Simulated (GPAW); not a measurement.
BAs in GPAW: convergence with convergence criteria

Input of the first run (convergence criteria density=0.001 energy=0.01 eigenstates=0.0001); the others differ in this setting and in those tied to it:

The input run.py:

```python
from ase.dft.bandgap import bandgap
from ase.io import read, write
from ase.units import GPa
from gpaw import GPAW, PW

atoms = read('POSCAR')

calc = GPAW(mode=PW(800),
            xc='RPBE',
            kpts={'size': (9, 9, 9), 'gamma': True},
            occupations={'name': 'fermi-dirac', 'width': 0.05},
            nbands=11,
            convergence={'density': 0.001, 'energy': 0.01, 'eigenstates': 0.0001},
            maxiter=100,
            txt='gpaw.txt')
atoms.calc = calc
energy = atoms.get_potential_energy()
forces = atoms.get_forces()
stress = atoms.get_stress()
calc.write('gs.gpw')
write('result.traj', atoms)
print(f'Energy: {energy:.6f} eV')
print('Forces (eV/A):')
print(forces.round(4))
print('Stress (GPa):', (stress / GPa).round(3))
print('Fermi level:', round(calc.get_fermi_level(), 4), 'eV')
print(f'Gap: {bandgap(calc)[0]:.4f} eV, direct: {bandgap(calc, direct=True)[0]:.4f} eV')
```

File POSCAR:

```
BAs
1.0
    2.9343700000      0.0000000000      0.0000000000
    0.0000000000      2.9343700000      0.0000000000
    0.0000000000      0.0000000000      2.9343700000
B As
1 1
Direct
    0.5000000000      0.5000000000      0.5000000000
    0.0000000000      0.0000000000      0.0000000000
```

Potentials or basis: the program's PAW data sets (release 1.2.1) made for this functional, pw.

Run with:

```bash
$ OMP_NUM_THREADS=1 python run.py
```

The cell was built by a generator and needn't be a form met in nature.

Hardware: 1 thread of Arm Neoverse V1 (shared host).

```csv
convergence criteria,"energy less the tightest run, at zero smearing (meV/atom)",SCF cycles,CPU time (s),peak memory (GiB)
density=0.001 energy=0.01 eigenstates=0.0001,0.00,6,7.3,0.14
default,0.00,8,8.7,0.14
density=1e-05 energy=1e-05,0.00,9,9.3,0.14
density=1e-05 forces=0.0001,0.00,10,9.7,0.14
density=1e-06 energy=1e-06 eigenstates=1e-10,0.00,10,10,0.14
```

Against the tightest run, the energy stays within 1 meV/atom from density=0.001 energy=0.01 eigenstates=0.0001 on. The tightest run that finished is the yardstick and may itself not be fully converged.
